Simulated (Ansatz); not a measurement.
The system is ZrN.

```
CELL_PARAMETERS angstrom
0.00000 2.30000 2.30000
2.30000 0.00000 2.30000
2.30000 2.30000 0.00000
ATOMIC_POSITIONS crystal
Zr 0.50000 0.50000 0.50000
N 0.00000 0.00000 0.00000
```

```yaml
Program: Ansatz 0.2.0
Task: relaxation of cell and atoms
Functional: PBEsol
Potentials_or_basis: all-electron LAPW, relativistic spinors
Basis_error_allowed: 0.001 eV/atom
k_mesh: 7 × 7 × 7
Occupations: fermi-dirac, width 0.05 eV
Spin: spin-orbit coupling, no magnetisation
```

At the start: volume 12.17 Å³/atom.

**Question.** How do energy, volume and symmetry change on relaxing?

**Answer.** Over 5 steps the energy falls by 8.9 meV/atom and the volume is 11.80 Å³/atom (-3.0 %); space group Fm-3m (No. 225, to 0.05 Å).

Step by step:
| step | energy change (eV) | largest force (eV/Å) | volume (Å³) |
| --- | --- | --- | --- |
| 1 | 0.0000 | 0.0000 | 24.33 |
| 2 | -0.0095 | 0.0000 | 23.13 |
| 3 | -0.0178 | 0.0000 | 23.63 |
| 4 | -0.0178 | 0.0000 | 23.61 |
| 5 | -0.0178 | 0.0000 | 23.61 |

Final structure:
```xyz
2
Lattice="0.0000 2.2768 2.2768 2.2768 0.0000 2.2768 2.2768 2.2768 0.0000" Properties=species:S:1:pos:R:3 pbc="T T T"
Zr    2.2768    2.2768    2.2768
N     0.0000    0.0000    0.0000
```

Caveat: the k mesh is thin for a metal, which can move the energy by tens of meV per atom.
